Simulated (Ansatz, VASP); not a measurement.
# Si in VASP and in Ansatz

The input INCAR:

```
SYSTEM = Si
PREC = Accurate
ENCUT = 520
EDIFF = 1E-6
ISMEAR = 0
SIGMA = 0.05
LREAL = .False.
LASPH = .True.
NELM = 80
ALGO = Normal
ISIF = 2
LWAVE = .False.
LCHARG = .False.
NBANDS = 11
```

File KPOINTS:

```
Automatic mesh
0
Gamma
  12 12 12
  0 0 0
```

File POSCAR:

```
Si
1.0
    0.0000000000      2.8185575164      2.7179350130
    2.8185575164      0.0000000000      2.7179350130
    2.8185575164      2.8185575164      0.0000000000
Si
2
Direct
    0.5000000000      0.5000000000      0.5000000000
    0.7500000000      0.7500000000      0.7500000000
```

Input for Ansatz:

```yaml
crystal:
  lattice:
    - [0.0, 2.8185575164, 2.717935013]
    - [2.8185575164, 0.0, 2.717935013]
    - [2.8185575164, 2.8185575164, 0.0]
  atoms:
    - { symbol: Si, position: [0.5, 0.5, 0.5] }
    - { symbol: Si, position: [0.75, 0.75, 0.75] }
basis:
  ecutwfc: 420
kpoints:
  mp_grid: { grid: [12, 12, 12] }
hamiltonian:
  xc: lda
  pseudopotentials: { kind: paw, azcp: { folder: soft_1 } }
scf:
  occupations: { method: gaussian, width: 0.05 }
output:
  forces: true
  stress: true
  eigenvalues: true
```

Alike in both runs: task single point; functional LDA; k mesh 12 × 12 × 12; occupations gaussian, width 0.05 eV; no spin polarisation.

|  | VASP | Ansatz |
| --- | --- | --- |
| version | VASP 6.6.1 | Ansatz 0.2.0 |
| potentials or method | VASP PAW LDA potentials, release 64 (Si) | scalar-relativistic, plane waves, PAW |
| plane-wave cutoff (eV) | 520 | 420 |
| valence electrons in the cell | 8 | 8 |

Ansatz gave:

| Quantity | Value |
| --- | --- |
| gap on the k mesh at the Fermi level (eV) | 0.23 |
| least direct gap on the mesh (eV) | 2.09 |
| pressure (GPa) | -7.3 |
| largest component of the traceless stress (GPa) | 2.16 |

What did VASP give for the same quantities?

gap on the k mesh at the Fermi level (eV): 0.22; least direct gap on the mesh (eV): 2.10; pressure (GPa): -7.2; largest component of the traceless stress (GPa): 2.16.

Ansatz warned: «pseudo_functional_mismatch».
